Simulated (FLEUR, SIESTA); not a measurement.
A FLEUR input for a self-consistent single point of InCuS2 (I-42d, 8 atoms in the cell) (DFT, PBE, all-electron FLAPW (FLEUR), scalar-relativistic valence):

Input of the input generator:

```
InCuS2
&input film=f /
-5.2942623799 5.2942623799 10.6703971442
5.2942623799 -5.2942623799 10.6703971442
5.2942623799 5.2942623799 -10.6703971442
1.0
1.0 1.0 1.0

8
49 0.5000000000 0.5000000000 0.0000000000
49 0.2500000000 0.7500000000 0.5000000000
29 0.7500000000 0.2500000000 0.5000000000
29 -0.0000000000 0.0000000000 0.0000000000
16 0.8750000000 0.9038000000 0.5288000000
16 0.0962000000 0.6250000000 0.9712000000
16 0.3750000000 0.3462000000 0.4712000000
16 0.6538000000 0.1250000000 0.0288000000

&comp jspins=1 /
&kpt div1=4 div2=4 div3=4 gamma=t /
&end /
```

```xml
<?xml version="1.0" encoding="UTF-8" standalone="no"?>
<fleurInput fleurInputVersion="0.39">
   <comment>
      InCuS2                                                                                              
   </comment>
   <calculationSetup>
      <cutoffs Kmax="4.0" Gmax="16.0" GmaxXC="16.0" numbands="0"/>
      <scfLoop itmax="100" minDistance="0.00001" maxIterBroyd="15" imix="Anderson" alpha="0.05" precondParam="0.0" spinf="2.0"/>
      <coreElectrons ctail="T" frcor="F" kcrel="0" coretail_lmax="0"/>
      <xcFunctional name="pbe" relativisticCorrections="F"/>
      <magnetism jspins="1"/>
      <soc l_soc="F" theta="0.0" phi="0.0" spav="F"/>
      <expertModes spex="0" secvar="F"/>
      <geometryOptimization l_f="T" forcealpha="1.0" forcemix="BFGS" epsdisp="0.00001" epsforce="0.00001"/>
      <ldaU l_linMix="F" mixParam="0.05" spinf="1.0"/>
   </calculationSetup>
   <cell>
      <bzIntegration valenceElectrons="72.0" mode="hist" fermiSmearingEnergy="0.00183747">
         <kPointListSelection listName="default-1"/>
         <!-- k-points included here -->
         <xi:include xmlns:xi="http://www.w3.org/2001/XInclude" href="kpts.xml"> </xi:include>
      </bzIntegration>
      <!-- symmetry operations included here -->
      <xi:include xmlns:xi="http://www.w3.org/2001/XInclude" href="sym.xml"> </xi:include>
      <bulkLattice scale="1.0">
         <bravaisMatrix>
            <row-1>   -5.2942623799000001     5.2942623799000001    10.6703971442000007</row-1>
            <row-2>    5.2942623799000001    -5.2942623799000001    10.6703971442000007</row-2>
            <row-3>    5.2942623799000001     5.2942623799000001   -10.6703971442000007</row-3>
         </bravaisMatrix>
      </bulkLattice>
   </cell>
   <atomSpecies>
      <species name="Indium (In)" element="In" atomicNumber="49">
         <mtSphere radius="2.68" gridPoints="925" logIncrement="0.014"/>
         <atomicCutoffs lmax="10" lnonsphr="8"/>
         <electronConfig flipSpins="F">
            <coreConfig>(1s1/2) (2s1/2) (2p1/2) (2p3/2) (3s1/2) (3p1/2) (3p3/2) (4s1/2) (3d3/2) (3d5/2) (4p1/2) (4p3/2)</coreConfig>
            <valenceConfig>(5s1/2) (4d3/2) (4d5/2) (5p1/2) (5p3/2)</valenceConfig>
            <stateOccupation state="(5p1/2)" spinUp="0.1666666666667" spinDown="0.1666666666667"/>
            <stateOccupation state="(5p3/2)" spinUp="0.3333333333333" spinDown="0.3333333333333"/>
         </electronConfig>
         <energyParameters s="5" p="5" d="5" f="4"/>
         <lo type="SCLO" l="2" n="4" eDeriv="0"/>
      </species>
      <species name="Copper (Cu)" element="Cu" atomicNumber="29">
         <mtSphere radius="2.50" gridPoints="863" logIncrement="0.014"/>
         <atomicCutoffs lmax="10" lnonsphr="8"/>
         <electronConfig flipSpins="F">
            <coreConfig>(1s1/2) (2s1/2) (2p1/2) (2p3/2) (3s1/2) (3p1/2) (3p3/2)</coreConfig>
            <valenceConfig>(4s1/2) (3d3/2) (3d5/2)</valenceConfig>
            <stateOccupation state="(4s1/2)" spinUp="0.5" spinDown="0.5"/>
         </electronConfig>
         <energyParameters s="4" p="4" d="3" f="4"/>
         <lo type="HELO" l="2" n="4" eDeriv="0"/>
      </species>
      <species name="Sulfur (S)" element="S" atomicNumber="16">
         <mtSphere radius="1.63" gridPoints="563" logIncrement="0.02"/>
         <atomicCutoffs lmax="6" lnonsphr="4"/>
         <electronConfig flipSpins="F">
            <coreConfig>(1s1/2) (2s1/2) (2p1/2) (2p3/2)</coreConfig>
            <valenceConfig>(3s1/2) (3p1/2) (3p3/2)</valenceConfig>
            <stateOccupation state="(3p1/2)" spinUp="0.6666666666667" spinDown="0.6666666666667"/>
            <stateOccupation state="(3p3/2)" spinUp="1.3333333333333" spinDown="1.3333333333333"/>
         </electronConfig>
         <energyParameters s="3" p="3" d="3" f="4"/>
      </species>
   </atomSpecies>
   <atomGroups>
      <atomGroup species="Indium (In)">
         <relPos label="                   1">1.000/2.000 1.000/2.000 .0000000000</relPos>
         <relPos label="                   2">1.000/4.000 -1.000/4.000 1.000/2.000</relPos>
         <force calculate="T" relaxXYZ="TTT"/>
      </atomGroup>
      <atomGroup species="Copper (Cu)">
         <relPos label="                   3">-1.000/4.000 1.000/4.000 1.000/2.000</relPos>
         <relPos label="                   4">.0000000000 .0000000000 .0000000000</relPos>
         <force calculate="T" relaxXYZ="TTT"/>
      </atomGroup>
      <atomGroup species="Sulfur (S)">
         <relPos label="                   5">-1.000/8.000 -.0962000000 -.4712000000</relPos>
         <relPos label="                   6">.0962000000 -3.000/8.000 -.0288000000</relPos>
         <relPos label="                   7">3.000/8.000 .3462000000 .4712000000</relPos>
         <relPos label="                   8">-.3462000000 1.000/8.000 .0288000000</relPos>
         <force calculate="T" relaxXYZ="TTT"/>
      </atomGroup>
   </atomGroups>
   <output dos="F" band="F" slice="F">
      <checks vchk="F" cdinf="F"/>
      <bandDOS minEnergy="-.5*Htr" maxEnergy="0.5*Htr" sigma="0.015" storeEVData="T"/>
      <vacuumDOS vacdos="F" integ="F" star="F" nstars="0" locx1="0.0" locy1="0.0" locx2="0.0" locy2="0.0" nstm="0" tworkf="0.0"/>
      <unfoldingBand unfoldBand="F" supercellX="1" supercellY="1" supercellZ="1"/>
      <plotting iplot="0" polar="F">
         <plot TwoD="T" vec1="  1.0  0.0  0.0" vec2="  0.0  1.0  0.0" vec3="  0.0  0.0  1.0" zero="  0.0  0.0  0.0" file="plot"/>
      </plotting>
      <chargeDensitySlicing numkpt="0" minEigenval="0.0" maxEigenval="0.0" nnne="0" pallst="F"/>
      <specialOutput eonly="F"/>
      <magneticCircularDichroism mcd="F" energyLo="-10.0" energyUp="0.0"/>
   </output>
  <!-- We include the file relax.xml here to enable relaxations (see documentation) -->
  <xi:include xmlns:xi="http://www.w3.org/2001/XInclude" href="relax.xml"> <xi:fallback/> </xi:include>
</fleurInput>
```

Question: Translate this input to SIESTA.

Answer: This is the input that was run; spellings and numerical settings could be chosen otherwise.

```
# files in the folder: In.psml Cu.psml S.psml (PseudoDojo PBE standard)
SystemName  InCuS2
SystemLabel InCuS2

NumberOfAtoms                8
NumberOfSpecies              3
%block ChemicalSpeciesLabel
  1 49 In
  2 29 Cu
  3 16 S
%endblock ChemicalSpeciesLabel
LatticeConstant              6.897918 Ang
%block LatticeVectors
    -0.406151972    0.406151972    0.818584825
     0.406151972   -0.406151972    0.818584825
     0.406151972    0.406151972   -0.818584825
%endblock LatticeVectors
AtomicCoordinatesFormat      ScaledCartesian
%block AtomicCoordinatesAndAtomicSpecies
     0.000000000    0.000000000    0.818584825  1
     0.406151972    0.000000000    0.409292413  1
     0.000000000    0.406151972    0.409292413  2
     0.000000000    0.000000000    0.000000000  2
     0.226470340    0.203075986    1.023231031  3
     0.609227958    0.179681633   -0.204646206  3
     0.179681633    0.203075986    0.204646206  3
    -0.203075986    0.226470340    0.613938619  3
%endblock AtomicCoordinatesAndAtomicSpecies

XC.functional                GGA
XC.authors                   PBE
PAO.BasisSize                DZP
PAO.EnergyShift              0.01 Ry
MeshCutoff                   350 Ry
%block kgrid.MonkhorstPack
    4   0   0  0.0
    0   4   0  0.0
    0   0   4  0.0
%endblock kgrid.MonkhorstPack
OccupationFunction           FD
ElectronicTemperature        580.23 K

MaxSCFIterations             150
SCF.Mixer.Method             Broyden
SCF.Mixer.Weight             0.25
SCF.Mixer.History            8
SCF.DM.Tolerance             1.0E-05
Diag.ParallelOverK           true
WriteForces                  true
```

Basis, cutoffs, solver keys and any potentials are the target program's own. This input uses DFT, GGA PBE, numerical atomic orbitals DZP, PseudoDojo PBE standard norm-conserving potentials (rewritten from UPF to PSML).

The starting cell comes from a database of computed structures (which also holds hypothetical and non-ambient phases and stackings), without a prior relaxation at this level. Its lattice was rescaled by a random factor within 2.5 % of one.
